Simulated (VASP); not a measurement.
# KF (Carobbiite): from the relaxed cell to its vibrations, part 2 of 2

What lattice, stiffness and vibrations does KF (Carobbiite) have at one level of theory? The starting structure is a measured crystal structure from the Crystallography Open Database. All runs use LDA.

VASP 6.6.1.

So far. Step 3 (Elastic constants): The elastic tensor has C11 = 99.8, C12 = 17.8, C44 = 14.0 GPa; its Hill averages are a bulk modulus of 45.1 and a shear modulus of 21.9 GPa. Step 4 (Modes of the relaxed cell): The zone-centre modes at 17.294 Å³ an atom are T1u 212.7 cm⁻¹.

### Step 5. Modes at 0.97 of that volume

Level of this step: LDA; plane waves and PAW (K_sv, F) (VASP).

Shape and positions were first relaxed at this volume, in a run that isn't shown.

The input, INCAR:

```
SYSTEM = KF
PREC = Accurate
ENCUT = 560
EDIFF = 1E-08
NELM = 100
ISMEAR = 0
SIGMA = 0.03
LREAL = .FALSE.
ALGO = Normal
GGA = CA
NBANDS = 14
LORBIT = 11
LWAVE = .FALSE.
LCHARG = .FALSE.
KPAR = 4
IBRION = 8
LEPSILON = .TRUE.
LPEAD = .TRUE.
ISIF = 2
```

The input, POSCAR:

```
KF
1.0
    0.0000000000      2.5598972299      2.5598972299
    2.5598972299      0.0000000000      2.5598972299
    2.5598972299      2.5598972299      0.0000000000
K F
1 1
Direct
    0.0000000000      0.0000000000      0.0000000000
    0.5000000000      0.5000000000      0.5000000000
```

The input, KPOINTS:

```
Automatic mesh
0
Gamma
14 14 14
0 0 0
```

PAW data sets: K_sv and F (LDA family, release 64).

Launch:

```sh
mpirun -np 4 vasp_std
```

What it wrote:

```text
[... set-up lines as in an earlier step ...]
 entering main loop
       N       E                     dE             d eps       ncg     rms          rms(c)
DAV:   1     0.126435932858E+03    0.12644E+03   -0.87232E+03  2912   0.120E+03
DAV:   2    -0.463641356793E+01   -0.13107E+03   -0.11540E+03  3648   0.318E+02
DAV:   3    -0.100851695421E+02   -0.54488E+01   -0.54152E+01  3688   0.608E+01
DAV:   4    -0.102415365395E+02   -0.15637E+00   -0.15629E+00  3956   0.983E+00
[...]
DAV:  13    -0.906672629494E+01   -0.11215E-06   -0.33991E-07  3790   0.547E-03    0.215E-03
DAV:  14    -0.906672626372E+01    0.31213E-07   -0.12836E-07  3412   0.359E-03    0.183E-04
DAV:  15    -0.906672626461E+01   -0.88653E-09   -0.36199E-09  1774   0.549E-04
   1 F= -.90667263E+01 E0= -.90667263E+01  d E =-.149356E-25
 Linear response reoptimize wavefunctions to high precision
DAV:   1    -0.906672626446E+01    0.15029E-09   -0.62468E-10  2060   0.280E-04
DAV:   2    -0.906672626449E+01   -0.31378E-10   -0.13548E-10  1660   0.119E-04
 Linear response to external field (no local field effect), progress :
[...]
RMM:  16    -0.294810443878E+00    0.34038E-08   -0.12047E-08 15078   0.178E-05    0.107E-06
 first order change of Fermi-energy  -0.16610E+00
 force on displaced ion       1 direction 1 :  -2.476   0.000   0.000
 Born effective charge ion    1 direction 1 :   1.153   0.000   0.000
 Linear response progress:
  Degree of freedom:   2/  2
       N       E                     dE             d eps       ncg     rms          rms(c)
RMM:   1    -0.527045531049E+00   -0.52705E+00    0.55459E-01 13091   0.412E+00
RMM:   2    -0.521512332402E+00    0.55332E-02   -0.68956E-03 10822   0.698E-01    0.801E-02
RMM:   3    -0.522799962631E+00   -0.12876E-02   -0.80905E-04 12151   0.148E-01    0.445E-02
RMM:   4    -0.524439162027E+00   -0.16392E-02   -0.37581E-04 12224   0.106E-01    0.106E-02
[...]
RMM:  12    -0.524456107619E+00   -0.11821E-07    0.53797E-08 16606   0.875E-05    0.730E-06
RMM:  13    -0.524456131366E+00   -0.23747E-07    0.14531E-08 16240   0.437E-05    0.475E-06
RMM:  14    -0.524456128134E+00    0.32312E-08    0.49856E-09 15316   0.255E-05    0.184E-06
 first order change of Fermi-energy   0.16641E+00
 force on displaced ion       2 direction 1 :  -2.483   0.000   0.000
 Born effective charge ion    2 direction 1 :  -1.153   0.000   0.000
 Born effective charges drift removed
 Linear response finished
```

Wall time 3.2 min (4 MPI ranks of Intel Xeon Platinum 8488C (Sapphire Rapids), shared host); peak memory 2.4 GiB.

Parts of OUTCAR (step 5):

```text
  Total        0.3037796      0.3037796      0.3037796      0.0000000      0.0000000      0.0000000
  in kB       14.5067981     14.5067981     14.5067981      0.0000000      0.0000000      0.0000000
  external PRESSURE =      14.5067981 kB  Pullay stress =       0.0000000 kB

 POSITION                                       TOTAL-FORCE (eV/Angst)
 -----------------------------------------------------------------------------------
      0.00000      0.00000      0.00000        -0.000000     -0.000000     -0.000000
      2.55990      2.55990      2.55990         0.000000      0.000000      0.000000
 -----------------------------------------------------------------------------------
    total drift:                                0.000000      0.000000      0.000000

 MACROSCOPIC STATIC DIELECTRIC TENSOR (including local field effects in DFT)
 ------------------------------------------------------
           2.115081     0.000000     0.000000
           0.000000     2.115081    -0.000000
           0.000000    -0.000000     2.115081
 ------------------------------------------------------

 MACROSCOPIC STATIC DIELECTRIC TENSOR IONIC CONTRIBUTION
 ------------------------------------------------------
           2.893680     0.000000    -0.000000
           0.000000     2.893680     0.000000
          -0.000000     0.000000     2.893680
 ------------------------------------------------------

[... 1 part as in an earlier step ...]

[... 1 further part left out ...]
```

The zone-centre modes at 16.775 Å³ an atom are T1u 229.7 cm⁻¹.

### Step 6. Modes at 1.03 of that volume

Shape and positions were first relaxed at this volume, in a run that isn't shown.

INCAR is that of step 5.

The input, POSCAR:

```
KF
1.0
    0.0000000000      2.6116262625      2.6116262625
    2.6116262625      0.0000000000      2.6116262625
    2.6116262625      2.6116262625      0.0000000000
K F
1 1
Direct
    0.0000000000      0.0000000000      0.0000000000
    0.5000000000      0.5000000000      0.5000000000
```

KPOINTS is that of step 5.

Launch:

```sh
mpirun -np 4 vasp_std
```

What it wrote:

```text
[... set-up lines as in an earlier step ...]
 entering main loop
       N       E                     dE             d eps       ncg     rms          rms(c)
DAV:   1     0.125290909748E+03    0.12529E+03   -0.87058E+03  2920   0.119E+03
DAV:   2    -0.471537308204E+01   -0.13001E+03   -0.11559E+03  3638   0.316E+02
DAV:   3    -0.100969033311E+02   -0.53815E+01   -0.53509E+01  3738   0.601E+01
DAV:   4    -0.102535636038E+02   -0.15666E+00   -0.15660E+00  3928   0.972E+00
[...]
DAV:  13    -0.906958996559E+01   -0.13963E-06   -0.32197E-07  3588   0.543E-03    0.237E-03
DAV:  14    -0.906958992238E+01    0.43209E-07   -0.15727E-07  3460   0.389E-03    0.148E-04
DAV:  15    -0.906958992310E+01   -0.72714E-09   -0.30898E-09  1948   0.527E-04
   1 F= -.90695899E+01 E0= -.90695899E+01  d E =-.495409E-29
 Linear response reoptimize wavefunctions to high precision
DAV:   1    -0.906958992321E+01   -0.10596E-09   -0.20027E-10  2186   0.154E-04
DAV:   2    -0.906958992322E+01   -0.10687E-10   -0.45863E-11  1666   0.594E-05
 Linear response to external field (no local field effect), progress :
[...]
RMM:  14    -0.296684342230E+00    0.94195E-08    0.31964E-08 16264   0.413E-05    0.204E-06
 first order change of Fermi-energy   0.14670E-01
 force on displaced ion       1 direction 1 :  -1.841   0.000   0.000
 Born effective charge ion    1 direction 1 :   1.144   0.000   0.000
 Linear response progress:
  Degree of freedom:   2/  2
       N       E                     dE             d eps       ncg     rms          rms(c)
RMM:   1    -0.526724038079E+00   -0.52672E+00    0.56718E-01 13115   0.407E+00
RMM:   2    -0.522250889799E+00    0.44731E-02   -0.61064E-03 10764   0.669E-01    0.773E-02
RMM:   3    -0.523521522124E+00   -0.12706E-02   -0.83389E-04 12164   0.152E-01    0.434E-02
RMM:   4    -0.525118815646E+00   -0.15973E-02   -0.35871E-04 12196   0.102E-01    0.103E-02
[...]
RMM:  12    -0.525125122117E+00   -0.31422E-07   -0.81237E-08 16459   0.113E-04    0.265E-06
RMM:  13    -0.525125136945E+00   -0.14828E-07   -0.76414E-08 16173   0.745E-05    0.347E-06
RMM:  14    -0.525125128380E+00    0.85643E-08   -0.76264E-08 15291   0.586E-05    0.220E-06
 first order change of Fermi-energy  -0.12712E-01
 force on displaced ion       2 direction 1 :  -1.882   0.000   0.000
 Born effective charge ion    2 direction 1 :  -1.144   0.000   0.000
 Born effective charges drift removed
 Linear response finished
```

Run time: 4 min. Hardware: 4 MPI ranks; peak memory 2.5 GiB.

Parts of OUTCAR (step 6):

```text
  Total       -0.2701829     -0.2701829     -0.2701829     -0.0000000      0.0000000      0.0000000
  in kB      -12.1508121    -12.1508121    -12.1508121     -0.0000000      0.0000000      0.0000000
  external PRESSURE =     -12.1508121 kB  Pullay stress =       0.0000000 kB

 POSITION                                       TOTAL-FORCE (eV/Angst)
 -----------------------------------------------------------------------------------
      0.00000      0.00000      0.00000         0.000000      0.000000      0.000000
      2.61163      2.61163      2.61163         0.000000      0.000000      0.000000
 -----------------------------------------------------------------------------------
    total drift:                                0.000000      0.000000      0.000000

 MACROSCOPIC STATIC DIELECTRIC TENSOR (including local field effects in DFT)
 ------------------------------------------------------
           2.071073     0.000000    -0.000000
          -0.000000     2.071073     0.000000
          -0.000000     0.000000     2.071073
 ------------------------------------------------------

 MACROSCOPIC STATIC DIELECTRIC TENSOR IONIC CONTRIBUTION
 ------------------------------------------------------
           3.568759    -0.000000    -0.000000
          -0.000000     3.568759    -0.000000
          -0.000000    -0.000000     3.568759
 ------------------------------------------------------

[... 1 part as in an earlier step ...]

[... 1 further part left out ...]
```

The zone-centre modes at 17.813 Å³ an atom are T1u 199.4 cm⁻¹.

### Step 7. All runs side by side

```csv
run,volume (Å³/atom),T1u,core minutes
relaxation,17.294,-,0.267
elastic constants,17.294,-,14.4
modes of the relaxed cell,17.294,212.7,12.1
modes at 0.97 of that volume,16.775,229.7,12.9
modes at 1.03 of that volume,17.813,199.4,15.8
```

Modes are in cm⁻¹, degenerate ones as one, matched by symmetry and order. A number in brackets counts the listed modes of one symmetry from the lowest. The symmetry labels come from an automatic analysis and can be wrong where levels nearly coincide. Core minutes are wall time times ranks of the run shown, on a shared host.

### Step 8. Outcome

- relaxed volume: 17.29 Å³/atom
- bulk modulus from two volumes: 44.2 GPa
- Hill shear modulus: 21.9 GPa
- mode T1u: 212.7 cm⁻¹
- Grüneisen parameter of T1u: 2.36

At the LDA level KF (Carobbiite) relaxes to 17.29 Å³ an atom. The bulk modulus is 44.2 GPa from the pressures at two volumes and 45.1 GPa as the Hill average of the elastic tensor, so the two routes agree. The mode Grüneisen parameters, from the cells at 0.97 and 1.03 of the volume, come to 2.36 (T1u). The dielectric constants and Born charges in the logs aren't compared here; at a small gap they can be far off, and in a run without a gap they mean nothing. The frequencies are harmonic, and the splitting of polar modes by their long-range field is left out. All values are for a static lattice. Further runs on this material are not shown.

[Lines on the potential files, build, host, timing and source positions are cut from VASP's logs without a mark.]

[Logs are printed without paths, hosts, clocks, repeated set-up lines and the standing remarks that a program may print on its own settings, such as how far it seeks lower states.]

[Hosts, paths, dates, database ids (printed as entryN), source tags and the programs' standing remarks are cut or masked in the printed files.]
